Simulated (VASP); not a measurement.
## SnSe2: relaxation of cell and atoms with r2SCAN

SnSe2:

```
CELL_PARAMETERS angstrom
3.86439 0.00000 0.00000
-1.93219 3.34666 0.00000
0.00000 0.00000 6.22196
ATOMIC_POSITIONS crystal
Sn 0.00000 0.00000 0.00000
Se 0.33330 0.66670 0.24900
Se 0.66670 0.33330 0.75100
```

| Item | Value |
| --- | --- |
| Program | VASP 6.6.1 |
| Task | relaxation of cell and atoms |
| Functional | r2SCAN |
| Potentials or basis | VASP PAW PBE potentials, release 64 (Sn_d, Se) |
| Cutoff | 600 eV |
| k mesh | 5 × 5 × 3 |
| Occupations | gaussian, width 0.1491 eV |
| Spin | no spin polarisation |
| Dipole correction | no |
| Further INCAR settings | ALGO = Normal; EDIFF = 1e-06; IBRION = 2; EDIFFG = -0.01; NSW = 60; ISIF = 3 |

```
Relaxed volume                         : 27.87 Å³/atom
Relaxed cell                           : a = 3.849 Å, b = 3.849 Å, c = 6.517 Å, α = 90.00°, β = 90.00°, γ = 120.00°
Space group after relaxing (to 0.05 Å) : P-3m1 (No. 164)
Energy gained by relaxing              : 3.8 meV/atom
Ionic steps                            : 14
Pressure after relaxing                : 0.0 GPa
Largest force after relaxing           : 0.007 eV/Å
Band gap on the k mesh                 : 1.15 eV, indirect (least direct gap 1.52 eV)
```

Forces on the atoms (eV/Å):
```
Sn   0.000  0.000  0.000
Se   0.000  0.000 -0.007
Se   0.000  0.000  0.007
```

The path:
| step | energy change (eV) | largest force (eV/Å) | pressure (GPa) | volume (Å³) |
| --- | --- | --- | --- | --- |
| 1 | 0.0000 | 0.1037 | 0.60 | 80.47 |
| 2 | -0.0036 | 0.1328 | -0.51 | 81.63 |
| 3 | -0.0040 | 0.0788 | -0.26 | 81.36 |
| 4 | -0.0059 | 0.0856 | -0.01 | 81.18 |
| 5 | -0.0062 | 0.0889 | 0.13 | 81.07 |
| 6 | -0.0073 | 0.0710 | 0.16 | 81.29 |
| 7 | -0.0096 | 0.0155 | 0.21 | 81.94 |
| 8 | -0.0104 | 0.0949 | 0.35 | 83.25 |
| 9 | -0.0106 | 0.0660 | 0.31 | 82.90 |
| 10 | -0.0112 | 0.0269 | 0.05 | 83.39 |
| 11 | -0.0113 | 0.0050 | -0.09 | 83.67 |
| 12 | -0.0113 | 0.0074 | -0.07 | 83.64 |
| 13 | -0.0114 | 0.0027 | -0.05 | 83.63 |
| 14 | -0.0115 | 0.0070 | -0.01 | 83.61 |

Final structure:
```
Sn Se
1.0
     3.84889   -0.00001    0.00010
    -1.92445    3.33323   -0.00010
     0.00015   -0.00008    6.51739
Sn Se
1 2
Direct
  0.00000 0.00000 0.00000
  0.33332 0.66668 0.24101
  0.66668 0.33332 0.75899
```

Levels at points of the mesh, in eV from the valence-band top:
```
           k point  band 9  band 10  band 11  band 12  band 13  band 14  band 15  band 16  band 17
(0.00, 0.00, 0.00)   -0.52    -0.52    -0.21    -0.18    -0.18     1.50     3.61     5.07     5.07
```

Wall time 14 min on 1 thread of Intel(R) Xeon(R) Platinum 8488C (Sapphire Rapids) (shared host), peak memory 0.26 GiB.

Caveat: the PAW data sets were made with another functional, which shifts forces and pressure a little; spin-orbit coupling is left out, which moves the levels of the heavy elements; an odd mesh through Γ misses points on the zone boundary, where band edges often lie. Zero-point motion and thermal expansion aren't in these numbers.
